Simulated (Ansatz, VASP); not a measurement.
## SiC: VASP beside Ansatz

The input INCAR:

```
SYSTEM = SiC
PREC     = Accurate       ! precision mode
ENCUT    = 520            ! plane-wave cutoff, eV
EDIFF    = 1E-6           ! SCF threshold, eV
ISMEAR   = 0              ! smearing method
SIGMA    = 0.05           ! smearing width, eV
LREAL    = .False.        ! projectors in reciprocal space
LASPH    = .True.         ! aspherical terms in the spheres
NELM     = 60             ! most SCF steps
ALGO     = Normal         ! electronic algorithm
ISIF     = 2              ! what is computed and relaxed
LWAVE    = .False.        ! write WAVECAR
LCHARG   = .True.         ! write CHGCAR
GGA      = PS             ! functional
LELF     = .True.         ! ELF
LVHAR    = .True.       
NBANDS   = 26             ! bands
```

File KPOINTS:

```
regular mesh
0
Gamma
  12 12 4
  0 0 0
```

The input POSCAR:

```
SiC
1.0
    3.0062000000      0.0000000000      0.0000000000
   -1.5031000000      2.6034455689      0.0000000000
    0.0000000000      0.0000000000     10.6132000000
Si C
4 4
Direct
    0.6666666667      0.3333333333      0.9378278494
    0.3333333333      0.6666666667      0.4378278494
    0.0000000000      0.0000000000      0.6878973398
    0.0000000000      0.0000000000      0.1878973398
    0.6666666667      0.3333333333      0.7498191768
    0.3333333333      0.6666666667      0.2498191768
    0.0000000000      0.0000000000      0.5004546340
    0.0000000000      0.0000000000      0.0004546340
```

Input for Ansatz:

```yaml
crystal:
  lattice:
    - [3.0062, 0.0, 0.0]
    - [-1.5031, 2.6034455689, 0.0]
    - [0.0, 0.0, 10.6132]
  atoms:
    - { symbol: Si, position: [0.6666666667, 0.3333333333, 0.9378278494] }
    - { symbol: Si, position: [0.3333333333, 0.6666666667, 0.4378278494] }
    - { symbol: Si, position: [0.0, 0.0, 0.6878973398] }
    - { symbol: Si, position: [0.0, 0.0, 0.1878973398] }
    - { symbol: C, position: [0.6666666667, 0.3333333333, 0.7498191768] }
    - { symbol: C, position: [0.3333333333, 0.6666666667, 0.2498191768] }
    - { symbol: C, position: [0.0, 0.0, 0.500454634] }
    - { symbol: C, position: [0.0, 0.0, 0.000454634] }
basis:
  ecutwfc: 520.0
kpoints:
  mp_grid: { grid: [12, 12, 4] }
hamiltonian:
  xc: pbesol
  pseudopotentials: { kind: paw, azcp: { folder: soft_1 } }
scf:
  occupations: { method: gaussian, width: 0.05 }
output:
  forces: true
  stress: true
  eigenvalues: true
```

Alike in both runs: task single point; functional PBEsol; k mesh 12 × 12 × 4; occupations gaussian, width 0.05 eV; no spin polarisation.

|  | VASP | Ansatz |
| --- | --- | --- |
| version | VASP 6.6.1 | Ansatz 0.2.0 |
| potentials or method | VASP PAW PBE potentials, release 64 (Si, C) | scalar-relativistic, plane waves, PAW |
| plane-wave cutoff (eV) | 520 | 520 |
| valence electrons in the cell | 32 | 32 |

|  | VASP | Ansatz | Ansatz less VASP |
| --- | --- | --- | --- |
| gap on the k mesh at the Fermi level (eV) | 1.69 | 1.70 | +0.011 |
| least direct gap on the mesh (eV) | 3.04 | 3.05 | +0.015 |
| pressure (GPa) | 1.1 | 0.7 | -0.35 |
| largest component of the traceless stress (GPa) | 26.10 | 25.89 | -0.209 |
| rms of the force components (eV/Å) | 0.278 | 0.272 | -0.0058 |

Atom by atom the forces differ by 0.006 eV/Å (rms over components). Ansatz warned: «pseudo_functional_mismatch».

Caveats: the PAW data sets were made with another functional, which shifts forces and pressure a little (VASP). PBEsol gaps usually lie below the measured ones, often by a third to a half. A k mesh can miss the band edges.
